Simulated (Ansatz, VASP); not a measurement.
## CdSe in two plane-wave programs

One calculation is typed for both programs; each brings its own data sets and cutoff. How far apart do they land? The cell is taken from a series of VASP runs on this material, whose earlier steps may have relaxed, scaled or displaced it; both programs get it as it stands.

Main program and level: Ansatz 0.2.0; plane waves, with VASP 6.6.1 beside it; band structure at HSE06, spin-orbit coupling.

**1. Set-up**

The structure is cubic, space group F-43m (No. 216). The conventional cell has a = 6.050 Å, b = 6.050 Å, c = 6.050 Å, α = 90.00°, β = 90.00°, γ = 90.00°. Nearest to Cd lie 4 Se at 2.62 Å. Nearest to Se lie 4 Cd at 2.62 Å. Farther neighbours and most contacts between anions are not listed.

As a file:

```xyz
2
Lattice="0.0000 3.0250 3.0250 3.0250 0.0000 3.0250 3.0250 3.0250 0.0000" Properties=species:S:1:pos:R:3 pbc="T T T"
Cd    0.0000    0.0000    0.0000
Se    1.5125    1.5125    1.5125
```

**2. VASP: band structure, HSE06, spin-orbit coupling**

Levels along a path test the potential and the projectors away from the mesh points.

Lines of VASP's logs that name or quote its potential files are left out, and so is its time.

The run reads the wave functions of an earlier VASP run, which isn't shown here.

File INCAR:

```
SYSTEM = CdSe
PREC = Accurate
ENCUT = 350
EDIFF = 1E-06
NELM = 100
ISMEAR = 0
SIGMA = 0.03
LREAL = .FALSE.
ALGO = Normal
LHFCALC = .TRUE.
AEXX = 0.25
GGA = PE
HFSCREEN = 0.2
LASPH = .TRUE.
LNONCOLLINEAR = .TRUE.
MAGMOM = 0 0 0 0 0 0
NBANDS = 30
GGA_COMPAT = .FALSE.
LSORBIT = .TRUE.
PRECFOCK = Fast
LORBIT = 11
LWAVE = .FALSE.
LCHARG = .FALSE.
KPAR = 4
```

File POSCAR:

```
CdSe
1.0
    0.0000000000      3.0250000000      3.0250000000
    3.0250000000      0.0000000000      3.0250000000
    3.0250000000      3.0250000000      0.0000000000
Cd Se
1 1
Direct
    0.0000000000      0.0000000000      0.0000000000
    0.2500000000      0.2500000000      0.2500000000
```

File KPOINTS:

```
Automatic mesh
0
Gamma
4 4 4
0 0 0
```

File KPOINTS_OPT:

```
Line mode
10
Line-mode
Reciprocal
  0.00000000   0.00000000   0.00000000 GAMMA
  0.50000000   0.00000000   0.50000000 X

  0.50000000   0.00000000   0.50000000 X
  0.50000000   0.25000000   0.75000000 W

  0.50000000   0.25000000   0.75000000 W
  0.37500000   0.37500000   0.75000000 K

  0.37500000   0.37500000   0.75000000 K
  0.00000000   0.00000000   0.00000000 GAMMA

  0.00000000   0.00000000   0.00000000 GAMMA
  0.50000000   0.50000000   0.50000000 L

  0.50000000   0.50000000   0.50000000 L
  0.62500000   0.25000000   0.62500000 U

  0.62500000   0.25000000   0.62500000 U
  0.50000000   0.25000000   0.75000000 W

  0.50000000   0.25000000   0.75000000 W
  0.50000000   0.50000000   0.50000000 L

  0.50000000   0.50000000   0.50000000 L
  0.37500000   0.37500000   0.75000000 K

  0.62500000   0.25000000   0.62500000 U
  0.50000000   0.00000000   0.50000000 X
```

Potentials, in the order of the species: Cd and Se (PBE family, release 64).

The run is started by

```console
mpirun -np 4 vasp_ncl
```

Numbers of over 12 decimals in the logs are rounded to 6 here.

What it wrote:

```text
[banner, memory and clock lines left out]
running    4 mpi-ranks, on    1 nodes
 distrk:  each k-point on    1 cores,    4 groups
 distr:  one band on    1 cores,    1 groups

 POSCAR found type information on POSCAR CdSe
 POSCAR found :  2 types and       2 ions
 LDA part: xc-table for (Slater+PW92), standard interpolation
 found WAVECAR, reading the header
 POSCAR, INCAR and KPOINTS ok, starting setup
 FFT: planning ... GRIDC
 FFT: planning ... GRID_SOFT
 FFT: planning ... GRID
 reading WAVECAR
 the WAVECAR file was read successfully
 initial charge from wavefunction
 entering main loop
       N       E                     dE             d eps       ncg     rms          rms(c)
DAV:   1    -0.685707746295E+01   -0.68571E+01   -0.10801E+00   606   0.116E+01    0.335E+00
DAV:   2    -0.684874891051E+01    0.83286E-02   -0.10228E-01   648   0.442E+00    0.164E+00
DAV:   3    -0.684291086956E+01    0.58380E-02   -0.14383E-02   674   0.146E+00    0.975E-01
DAV:   4    -0.684197075380E+01    0.94012E-03   -0.17001E-03   666   0.415E-01    0.588E-01
DAV:   5    -0.684177950817E+01    0.19125E-03   -0.24987E-04   672   0.129E-01    0.349E-01
DAV:   6    -0.684172556914E+01    0.53939E-04   -0.35057E-05   666   0.509E-02    0.204E-01
DAV:   7    -0.684170590434E+01    0.19665E-04   -0.76347E-06   672   0.232E-02    0.117E-01
DAV:   8    -0.684170047893E+01    0.54254E-05   -0.40443E-06   666   0.150E-02    0.662E-02
DAV:   9    -0.684169954953E+01    0.92939E-06   -0.16830E-06   660   0.928E-03
   1 F= -.68416995E+01 E0= -.68416995E+01  d E =-.775262E-21  mag=    -0.0000    -0.0000    -0.0000
 Start KPOINTS_OPT (optional k-point list driver)
k-point batch [1-10\100]
       N       E                     dE             ncg
DAV:   1     0.147969284119E+03   -0.18774E+04      616
DAV:   2    -0.109439735535E+04   -0.12424E+04      654
DAV:   3    -0.116861116386E+04   -0.74214E+02      712
DAV:   4    -0.116984856308E+04   -0.12374E+01      696
DAV:   5    -0.116985693058E+04   -0.83675E-02      700
DAV:   6    -0.116985700005E+04   -0.69474E-04      674
DAV:   7    -0.116985700098E+04   -0.92266E-06      582
[...]
k-point batch [91-100\100]
       N       E                     dE             ncg
DAV:   1     0.212761087768E+01   -0.49320E+04      608
DAV:   2    -0.116884564327E+04   -0.11710E+04      684
DAV:   3    -0.123035868670E+04   -0.61513E+02      722
DAV:   4    -0.123114755958E+04   -0.78887E+00      720
DAV:   5    -0.123115216328E+04   -0.46037E-02      722
DAV:   6    -0.123115219838E+04   -0.35100E-04      708
DAV:   7    -0.123115219875E+04   -0.36468E-06      548
```

Parts of OUTCAR (step 2):

```text
ion  position               nearest neighbor table
   1  0.000  0.000  0.000-   2 2.62   2 2.62   2 2.62   2 2.62
   2  0.250  0.250  0.250-   1 2.62   1 2.62   1 2.62   1 2.62

  LATTYP: Found a face centered cubic cell.
 ALAT       =     6.0500000000

 Subroutine GETGRP returns: Found 24 space group operations
 (whereof 24 operations were pure point group operations)

The static configuration has the point symmetry T_d .

 Found     10 irreducible k-points:

   k-points           NKPTS =     10   k-points in BZ     NKDIM =     64   number of bands    NBANDS=     30

   dimension x,y,z NGX =    28 NGY =   28 NGZ =   28
   dimension x,y,z NGXF=    56 NGYF=   56 NGZF=   56

   ENCUT  =  350.0 eV  25.72 Ry    5.07 a.u.   6.53  6.53  6.53*2*pi/ulx,y,z

   NELECT =      18.0000    total number of electrons

 k-points in reciprocal lattice and weights: Automatic mesh
   0.00000000  0.00000000  0.00000000       0.016
   0.25000000  0.00000000  0.00000000       0.062
  -0.25000000  0.00000000  0.00000000       0.062
   0.50000000  0.00000000  0.00000000       0.062
   0.25000000  0.25000000  0.00000000       0.094
   0.50000000  0.25000000  0.00000000       0.188
   0.50000000 -0.25000000  0.00000000       0.188
  -0.25000000  0.25000000  0.00000000       0.188
   0.50000000  0.50000000  0.00000000       0.047
  -0.25000000  0.50000000  0.25000000       0.094

  exchange ACFDT corr.  =         0.00000000  see jH, gK, PRB 81, 115126

 average (electrostatic) potential at core
       1 -33.4170       2 -52.5804

 E-fermi :   0.7966

 k-point     1 :       0.0000    0.0000    0.0000
  band No.  band energies     occupation
    ...
     14       0.2051      1.00000
     15       0.6044      1.00000
     16       0.6044      1.00000
     17       0.6044      1.00000
     18       0.6044      1.00000
     19       2.0922      0.00000
     20       2.0922      0.00000
     21       7.2086      0.00000
     22       7.2086      0.00000
     23       7.5977      0.00000
    ...

 k-point     2 :       0.2500    0.0000    0.0000
  band No.  band energies     occupation
    ...
     14      -2.3591      1.00000
     15      -0.0992      1.00000
     16      -0.0992      1.00000
     17       0.1473      1.00000
     18       0.1741      1.00000
     19       3.8029      0.00000
     20       3.8029      0.00000
     21       7.5221      0.00000
     22       7.5221      0.00000
     23       7.9191      0.00000
    ...

 k-point     3 :      -0.2500    0.0000    0.0000
  band No.  band energies     occupation
    ...
     14      -2.3591      1.00000
     15      -0.0992      1.00000
     16      -0.0992      1.00000
     17       0.1473      1.00000
     18       0.1741      1.00000
     19       3.8029      0.00000
     20       3.8029      0.00000
     21       7.5221      0.00000
     22       7.5221      0.00000
     23       7.9191      0.00000
    ...

  energy-cutoff  :      350.00
  volume of cell :       55.36
      direct lattice vectors                 reciprocal lattice vectors
     0.000000000  3.025000000  3.025000000    -0.165289256  0.165289256  0.165289256
     3.025000000  0.000000000  3.025000000     0.165289256 -0.165289256  0.165289256
     3.025000000  3.025000000  0.000000000     0.165289256  0.165289256 -0.165289256

 POSITION                                       TOTAL-FORCE (eV/Angst)
 -----------------------------------------------------------------------------------
      0.00000      0.00000      0.00000        -0.000000     -0.000000     -0.000000
      1.51250      1.51250      1.51250         0.000000      0.000000      0.000000
 -----------------------------------------------------------------------------------
    total drift:                                0.000002      0.000007      0.000001

  FREE ENERGIE OF THE ION-ELECTRON SYSTEM (eV)
  ---------------------------------------------------
  free  energy   TOTEN  =        -6.8416995495 eV

  energy  without entropy=       -6.8416995495  energy(sigma->0) =       -6.84169955

 Spin-Orbit-Coupling matrix elements
 Ion:    1  E_soc:     -0.0556013
 Ion:    2  E_soc:     -0.0367766

 total charge
# of ion       s       p       d       tot
------------------------------------------
    1        0.417   0.322   9.582  10.321
    2        1.446   2.476   0.021   3.943
--------------------------------------------------
tot          1.862   2.799   9.603  14.264

 magnetization (x)
# of ion       s       p       d       tot
------------------------------------------
    1       -0.000  -0.000   0.000  -0.000
    2        0.000   0.000  -0.000   0.000
--------------------------------------------------
tot         -0.000  -0.000  -0.000  -0.000

 magnetization (y)
# of ion       s       p       d       tot
------------------------------------------
    1       -0.000   0.000   0.000  -0.000
    2        0.000   0.000  -0.000   0.000
--------------------------------------------------
tot         -0.000   0.000  -0.000  -0.000

 magnetization (z)
# of ion       s       p       d       tot
------------------------------------------
    1       -0.000  -0.000   0.000  -0.000
    2        0.000  -0.000  -0.000  -0.000
--------------------------------------------------
tot         -0.000  -0.000   0.000  -0.000

[... 3 further parts left out ...]
```

(Continued in part 2 of 2.)

[Lines on the potential files, build, host, timing and source positions are cut from VASP's logs without a mark.]

[Logs are printed without paths, hosts, clocks, repeated set-up lines and the standing remarks that a program may print on its own settings, such as how far it seeks lower states.]

[Hosts, paths, dates, database ids (printed as entryN), source tags and the programs' standing remarks are cut or masked in the printed files.]
